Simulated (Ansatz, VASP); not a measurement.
# Cross-check of Zn36HO36 (bond-centred H+ along c in ZnO) between VASP and Ansatz

One calculation is typed for both programs; each brings its own data sets. How far apart do they land? The cell is taken from a series of runs on this material, whose earlier steps may have relaxed, scaled, displaced or heated it; both programs get it as it stands.

Main program and level: Ansatz 0.2.0; plane waves, with VASP 6.6.1 beside it; single point at HSE06.

## Step 1: The structure

The cell holds 73 atoms: 36 Zn, 36 O and 1 H. Cell: a = 9.839 Å, b = 9.839 Å, c = 10.587 Å, α = 90.0°, β = 90.0°, γ = 120.0°. It derives from ZnO (ZnO (P6_3mc)). Nearest the centre at fractional (0.444, 0.556, 0.368): H73 at 0.15 Å, O54 at 1.04 Å, Zn17 at 2.11 Å, Zn20 at 2.52 Å, Zn8 at 2.52 Å, Zn24 at 2.52 Å, O41 at 2.74 Å, O53 at 2.74 Å. The cell carries charge +1.

## Step 2: Ansatz: single point, HSE06

Ansatz runs on its default PAW (the set named soft_2) files.

With cell and atoms fixed, the geometry can't cause a difference; cores, projectors, grids and the points listed under the comparison can.

Input file input.yaml:

```yaml
crystal:
  lattice:
    - [9.83855992, 0.0, 0.0]
    - [-4.91927996, 8.52044283, 0.0]
    - [0.0, 0.0, 10.58650209]
  atoms:
    - { symbol: Zn, position: [0.111479046, 0.222318118, 0.250124623] }
    - { symbol: Zn, position: [0.2215626, 0.109740485, 0.001042795] }
    - { symbol: O, position: [0.222680803, 0.111976229, 0.19008828] }
    - { symbol: O, position: [0.112045923, 0.223909612, 0.43983474] }
    - { symbol: Zn, position: [0.109131574, 0.218134872, 0.74986997] }
    - { symbol: Zn, position: [0.221945997, 0.110521809, 0.499450296] }
    - { symbol: O, position: [0.222038318, 0.110700843, 0.688255195] }
    - { symbol: O, position: [0.109107493, 0.218448279, 0.938331659] }
    - { symbol: Zn, position: [0.111478485, 0.556142125, 0.250126421] }
    - { symbol: Zn, position: [0.208428691, 0.437704168, -0.009371766] }
    - { symbol: O, position: [0.219040489, 0.443011882, 0.183778156] }
    - { symbol: O, position: [0.112046232, 0.555111412, 0.439836243] }
    - { symbol: Zn, position: [0.109132935, 0.557974402, 0.749868681] }
    - { symbol: Zn, position: [0.207252935, 0.437113211, 0.510846605] }
    - { symbol: O, position: [0.222304222, 0.444640678, 0.697252504] }
    - { symbol: O, position: [0.109105886, 0.557637128, 0.938330821] }
    - { symbol: Zn, position: [0.111252912, 0.889117137, 0.249628466] }
    - { symbol: Zn, position: [0.221564037, 0.778799946, 0.001039952] }
    - { symbol: O, position: [0.222680326, 0.777684974, 0.1900874] }
    - { symbol: O, position: [0.11124539, 0.889111628, 0.438658196] }
    - { symbol: Zn, position: [0.111249043, 0.889113962, 0.750061375] }
    - { symbol: Zn, position: [0.221944786, 0.778400579, 0.499448635] }
    - { symbol: O, position: [0.222036675, 0.778314863, 0.688253033] }
    - { symbol: O, position: [0.111247029, 0.889112383, 0.939259852] }
    - { symbol: Zn, position: [0.444225089, 0.222311612, 0.250118587] }
    - { symbol: Zn, position: [0.556368571, 0.111674033, 0.001625823] }
    - { symbol: O, position: [0.555418026, 0.111200289, 0.190484669] }
    - { symbol: O, position: [0.445232037, 0.223912413, 0.439827497] }
    - { symbol: Zn, position: [0.442383892, 0.218139356, 0.749855538] }
    - { symbol: Zn, position: [0.556128586, 0.111550114, 0.498779898] }
    - { symbol: O, position: [0.556229993, 0.111604136, 0.68780631] }
    - { symbol: O, position: [0.442724241, 0.218443526, 0.938317193] }
    - { symbol: Zn, position: [0.444615718, 0.555806037, 0.169528119] }
    - { symbol: Zn, position: [0.562668186, 0.437695552, -0.0093845] }
    - { symbol: O, position: [0.557378301, 0.442995779, 0.183759654] }
    - { symbol: O, position: [0.44453705, 0.555747116, 0.466214522] }
    - { symbol: Zn, position: [0.444575466, 0.555776058, 0.756017472] }
    - { symbol: Zn, position: [0.563210702, 0.437131417, 0.510812912] }
    - { symbol: O, position: [0.555707752, 0.444645084, 0.697227615] }
    - { symbol: O, position: [0.444591156, 0.555787359, 0.953152253] }
    - { symbol: Zn, position: [0.444224556, 0.888895336, 0.250118133] }
    - { symbol: Zn, position: [0.562672144, 0.791959016, -0.009389782] }
    - { symbol: O, position: [0.557384999, 0.781377724, 0.183750988] }
    - { symbol: O, position: [0.44523061, 0.888291662, 0.439825954] }
    - { symbol: Zn, position: [0.442384454, 0.891218817, 0.749848178] }
    - { symbol: Zn, position: [0.563205191, 0.793041002, 0.510800205] }
    - { symbol: O, position: [0.555706259, 0.77803585, 0.697217444] }
    - { symbol: O, position: [0.442724728, 0.891261847, 0.938309775] }
    - { symbol: Zn, position: [0.777914168, 0.222446116, 0.249967001] }
    - { symbol: Zn, position: [0.888691124, 0.111676663, 0.001633122] }
    - { symbol: O, position: [0.889172802, 0.111205834, 0.190491121] }
    - { symbol: O, position: [0.777904841, 0.222439684, 0.439031626] }
    - { symbol: Zn, position: [0.77791288, 0.222445464, 0.749994213] }
    - { symbol: Zn, position: [0.88878873, 0.111547229, 0.498786332] }
    - { symbol: O, position: [0.888754781, 0.111604875, 0.687810586] }
    - { symbol: O, position: [0.777917078, 0.222448558, 0.939745877] }
    - { symbol: Zn, position: [0.778060535, 0.556144367, 0.250124657] }
    - { symbol: Zn, position: [0.888689625, 0.443992665, 0.001636441] }
    - { symbol: O, position: [0.889170587, 0.444946509, 0.190494273] }
    - { symbol: O, position: [0.776433173, 0.555116097, 0.439832757] }
    - { symbol: Zn, position: [0.782212635, 0.557973053, 0.749850104] }
    - { symbol: Zn, position: [0.888790033, 0.444216313, 0.498789141] }
    - { symbol: O, position: [0.888754017, 0.444127751, 0.687812713] }
    - { symbol: O, position: [0.781919859, 0.557635484, 0.938313455] }
    - { symbol: Zn, position: [0.778062263, 0.888898535, 0.250122308] }
    - { symbol: Zn, position: [0.890613543, 0.778796414, 0.001032362] }
    - { symbol: O, position: [0.888392586, 0.777686011, 0.190084098] }
    - { symbol: O, position: [0.776432842, 0.888290544, 0.43982933] }
    - { symbol: Zn, position: [0.782210903, 0.891216513, 0.749844378] }
    - { symbol: Zn, position: [0.88983487, 0.778405052, 0.499446178] }
    - { symbol: O, position: [0.889661406, 0.778318725, 0.688248971] }
    - { symbol: O, position: [0.781922393, 0.891265323, 0.938307304] }
    - { symbol: H, position: [0.444436658, 0.555669903, 0.382451198] }
total_charge: 1
basis:
  ecutwfc: 420
  xc_grid: 2
hamiltonian:
  xc: hse06
kpoints:
  mp_grid: { grid: [1, 1, 1] }
scf:
  occupations: { method: fermi_dirac, width: 0.01 }
  max_iter: 120
output:
  forces: true
checkpoint:
  read: "../relax.run"
```

Command:

```
$ ansatz run input.yaml --threads 4 --pin off --max-ram 14131MiB --backend cpu --events-out ev --progress --plain --runs-dir out
```

Numbers of over 12 decimals in the logs are rounded to 6 here.

Log:

```text
Warning: checkpoint.read: the run can stay near the saved state's solution: 2 site(s) moved relative to the saved geometry (max |Δs| = 6.412e-3 fractional); the SCF starts from the saved state under `checkpoint.density_extrapolation: transplant`, in force with no word given; its orbitals are not used off its sites. A run without `checkpoint.read` takes nothing of the state. A lower free energy from it at the same positions (and U, V and field ramp, if any) shows a solution that this start missed, and an equal or higher one rules none out (checkpoint.read, Limitations, in the input reference)
exact exchange: scf.exx.singularity resolves to wigner_seitz, which cuts the screened interaction at the faces of the exchange supercell's Wigner-Seitz cell, so that each pair interacts once, at the shortest of its separations (the periodic images that this leaves out come, for a point-like exchange hole, to about 0.010 eV on a filled level). The cut falls within the interaction's reach, and what an exchange supercel [...]
Engine: ansatz 0.2.0, aarch64-unknown-linux-gnu
Pseudopotentials: kind: paw
Pseudopotential: Zn, paw, valence charge 12, recommended cutoff 420 eV (normal), Zn.paw.azcp
Pseudopotential: O, paw, valence charge 6, recommended cutoff 420 eV (normal), O.paw.azcp
Pseudopotential: H, paw, valence charge 1, recommended cutoff 420 eV (normal), H.paw.azcp
Functional definition: HSE06
  parameter a = 0.25
  parameter omega = 0.11/bohr
  exchange = pbe_x - a*pbe_x_sr(omega) + a*exact_x_sr(omega)
  correlation = pbe_c
Crystal: 73 atoms, lattice volume = 887.455 Å³
Basis set: ecut = 420 eV, 17351 PW (Γ), exchange–correlation on 144×144×144 points (8 copies of the dense FFT grid, shifted against one another)
Bands: 397, of which v1, the nominal top of the filled ones, is band 324 counted from 1 (323 counted from 0)
Symmetry: 1 space group operations
Space group: P1 (ITA 1), of the structure as read, at distance tolerance 9.6e-5 Å
k-points: 1
Non-local potential: Zn, projectors of the file, l = 0: 2, l = 1: 2, l = 2: 3, l = 3: 1
Non-local potential: O, projectors of the file, l = 0: 2, l = 1: 2, l = 2: 1
Non-local potential: H, projectors of the file, l = 0: 2, l = 1: 1
PAW form: soft (Blöchl's): semilocal exchange-correlation on the pseudo side does not see the compensation charge
PAW frozen core: Zn, regenerated for the run's functional, and the local potential with it (the file was generated under x = pbe(κ = 0.804, μ = 0.219515), c = pbe(β = 0.066725))
PAW frozen core: O, regenerated for the run's functional, and the local potential with it (the file was generated under x = pbe(κ = 0.804, μ = 0.219515), c = pbe(β = 0.066725))
PAW one-centre angular grid: Zn, 590 points (default); XC on 64 Gauss nodes
PAW one-centre angular grid: O, 110 points (default); XC on 96 Gauss nodes
PAW one-centre angular grid: H, 110 points (default); XC on 64 Gauss nodes
Initial density: read from a saved state, or passed on in memory by an earlier SCF of this step, an earlier step, the calling program or the single point that the run made first, carried with its atoms to this geometry
Initial wavefunctions: pseudopotential atomic-orbital guess
Functional: x = pbe(κ = 0.804, μ = 0.219515), c = pbe(β = 0.066725), warm-up for x = pbe(κ = 0.804, μ = 0.219515) + 0.25 (exact − pbe) at short range (hse, ω = 0.207870 Å⁻¹), c = pbe(β = 0.066725); HSE06 as pw.x's `hse` composes it (authors' and Libxc's form: `xc: wpbeh`)
iter 1 solved again at ethr=5.37e-4 eV; its pass at ethr=1.00e-1 eV (dr2=3.48e0 eV) is discarded
SCF iter   1: F=—  HF=-139949.193251 eV  |F-HF|=—  |Δ(HF+E_count)|=         —  Δρ=3.11e-2  dr2=4.33e0  ethr=5.37e-4  ⟨swp⟩=7.0  Hψ=2646  notcnv=0
preconditioner: auto → none  [insulator: Δε(μ)=0.498 eV  Ē_g=12.124 eV  σ=0.010 eV  W_gap=1.00  n_scr=242 (ndim 8)  ℏωp=31.7 eV  f_vac=0.061  D(μ)=0.00/eV (n_scr^D=0)]
[...]
SCF 4 converged in 2 iterations: F = -139942.853952 eV  dr2 = 6.16e-9
  Residual-converged pass: ⟨swp⟩=2.0  Hψ=721  notcnv=0  max |occ|·‖R‖ = 1.5e-6 eV (tolerance 2.6e-6 eV)  dr2=6.29e-9  dr2_onsite=5.90e-10  max |Δocc| = 0.0e0
hybrid outer 3: dexx = +6.412e-9 eV, tail = 1.36e-8 eV, Δε = 1.12e-4 eV (about 3.23e-5 eV left of the loop's levels), ΔF = 1.38e-4 eV/Å (tail 2.11e-4)
hybrid SCF converged: 3 outer / 15 inner (+7 warm-up), last move |dexx| = 6.41e-9 eV, tail = 1.36e-8 eV
Stability not checked: this state was not tested for a lower state beside it, because the functional holds exact exchange (a hybrid, or Hartree-Fock), whose exchange loop this test does not read (fock_operator; see scf.lower_state_search)
Free energy (F): -139942.853952 eV
Frozen-core exchange: fock
Harris-Foulkes:  -139942.853952 eV  (|F-HF|=4.89e-9)
Internal energy: -139942.853952 eV  (E = F + TS)
E sigma→0 (E₀):  -139942.853952 eV
Fermi energy:    6.733175 eV
--- Per-component energies (eV) ---
  E_band       = -399.166433
  E_kinetic    = 11020.199779
  E_local      = -73779.791602  (includes V_loc(G=0)·N_el)
  E_nonlocal   = 24149.556037
  E_hartree    = 30520.839719
  E_xc         = -6002.992817
  E_vxc        = -4139.306398  (∫ρ·V_xc dr)
  E_exx        = -2207.175949  (= α·E_x^exact, valence–valence)
  E_paw        = -71119.015730  (= ΣΔE_a)
  E_vpaw       = -14277.224889  (= ΣTr[D̂ρ^β])
  E_aug_tail   = 0.073165  (compensation charges beyond the density's cutoff)
  E_ewald      = -52546.650823
  E_core_change = 22.104248  (= ΣΔE_core)
  E_smearing   = -0.000000  (= −TS)
  E_closure    = 0.000020  (closes the sum)
  E_deformation_potential = 13.610662  (in the stress; not in F)
  Σ components = -139942.853952   (vs F -139942.853952, Δ=0.00e0)
--- Forces (eV/Å), atoms counted from 1 ---
  atom   1  Zn    -0.00012873     0.00612660    -0.00832233
  atom   2  Zn     0.00012452     0.00135608     0.00066764
  atom   3  O     -0.00003826    -0.00223659     0.00181704
  atom   4  O      0.00363437     0.00686320     0.00391353
  atom   5  Zn    -0.00018562    -0.00023031     0.00301743
  atom   6  Zn     0.00005505    -0.00353171     0.00141283
  atom   7  O     -0.00004652     0.00012202    -0.00227542
  atom   8  O     -0.00022420    -0.00155217    -0.00335148
  atom   9  Zn     0.00518934    -0.00321426    -0.00835424
  atom  10  Zn     0.00298297     0.00173091     0.00851461
  atom  11  O     -0.01010994    -0.00586609     0.00089420
  atom  12  O      0.00776469    -0.00024889     0.00390858
  atom  13  Zn    -0.00038438    -0.00004367     0.00307561
  atom  14  Zn    -0.01313854    -0.00753569     0.01812317
  atom  15  O      0.00061028     0.00033902    -0.00763216
  atom  16  O     -0.00147105     0.00056234    -0.00331093
  atom  17  Zn    -0.00010274    -0.00011455    -0.00324865
  atom  18  Zn     0.00122506    -0.00053562     0.00076713
  atom  19  O     -0.00191864     0.00108341     0.00174703
  atom  20  O     -0.00004297    -0.00003790     0.00135149
  atom  21  Zn    -0.00014609    -0.00014184     0.00159484
  atom  22  Zn    -0.00304484     0.00177803     0.00144323
  atom  23  O      0.00012062    -0.00009907    -0.00222521
  atom  24  O      0.00006333     0.00006992    -0.00130225
[...]
atom  66  Zn    -0.00106706    -0.00059286     0.00098055
  atom  67  O      0.00183317     0.00110167     0.00163416
  atom  68  O     -0.00409215    -0.00632438     0.00392599
  atom  69  Zn     0.00002914     0.00031586     0.00315784
  atom  70  Zn     0.00302090     0.00170904     0.00144433
  atom  71  O     -0.00019130    -0.00007741    -0.00213291
  atom  72  O      0.00139561     0.00095907    -0.00288416
  atom  73  H     -0.00285217    -0.00305471    -4.81523478
  max |Σ_I F_I| component: 5.65e-4 eV/Å
--- Band table (eV) ---
  k-point 0: bands = [... 320 lower, 5.1318, 5.4362, 5.4921, 5.4921, 7.9673]
  guard bands above this table: 72 of the run's 397 bands. The solve was not asked for them (output.publish_guard_bands: true or output.eigenvalues: true publishes all)
```

(Part 1 of 2 ends here.)

[Lines on the potential files, build, host, timing and source positions are cut from VASP's logs without a mark.]

[Logs are printed without paths, hosts, clocks, repeated set-up lines and the standing remarks that a program may print on its own settings, such as how far it seeks lower states.]

[Hosts, paths, dates, database ids (printed as entryN), source tags and the programs' standing remarks are cut or masked in the printed files.]
